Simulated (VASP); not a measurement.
Set up this calculation in VASP 6.6.1, as the native input.

| Item | Value |
| --- | --- |
| Task | single point |
| Functional | PBE |
| Potentials or basis | VASP PAW PBE potentials, release 64 (Pt, Se) |
| Cutoff | 520 eV |
| k mesh | 6 × 6 × 4 |
| Occupations | gaussian, width 0.05 eV |
| Spin | collinear spin, typed start |
| Starting moments | [4.0, 0.0, 0.0] μB |
| Hubbard terms | Pt d U = 5.0 eV, J = 0.9 eV |
| Dipole correction | no |
| LDAUTYPE | 1 |
| Hund's J | 0.9 |
| Further INCAR settings | ALGO = Normal; EDIFF = 1e-06; NBANDS = 22 |

The structure of PtSe2 lies in POSCAR:

```
PtSe2
1.0
    3.7240002900      0.0000000000      0.0000000000
   -1.8620001500      3.2250788600      0.0000000000
    0.0000000000      0.0000000000      5.0619995800
Pt Se
1 2
Direct
    0.0000000000      0.0000000000      0.0000000000
    0.3333333333      0.6666666667      0.2500000000
    0.6666666667      0.3333333333      0.7500000000
```

The input as run:

INCAR

```
ALGO = Normal ; EDIFF = 1E-6
ENCUT = 520 ; GGA = PE
ISIF = 2 ; ISMEAR = 0
ISPIN = 2 ; LASPH = True
LCHARG = True ; LDAU = True
LDAUJ = 0.9 0 ; LDAUL = 2 -1
LDAUPRINT = 1 ; LDAUTYPE = 1
LDAUU = 5 0 ; LELF = True
LMAXMIX = 4 ; LORBIT = 11
LREAL = False ; LVHAR = True
LWAVE = False ; MAGMOM = 4 0 0
NBANDS = 22 ; NELM = 150
PREC = Accurate ; SIGMA = 0.05
```

KPOINTS

```
k-points
0
Gamma
  6 6 4
```

Potentials or basis: VASP PAW PBE potentials, release 64 (Pt, Se).

The run is started by

```bash
$ cat potpaw_PBE.64/Pt/POTCAR potpaw_PBE.64/Se/POTCAR > POTCAR
$ mpirun -np 1 vasp_std > vasp.out
```

It gave:

```
Pressure                                              : 4.7 GPa
Largest force                                         : 0.405 eV/Å
Band gap on the k mesh                                : none (metal or under the smearing width)
Net moment                                            : 0.00 μB per cell
Valence electrons inside the program's atomic spheres : Pt 9.72; Se 3.78
```

Wall time 39 s on 1 thread of Intel(R) Xeon(R) 6975P-C (Granite Rapids) (shared host), peak memory 0.22 GiB.
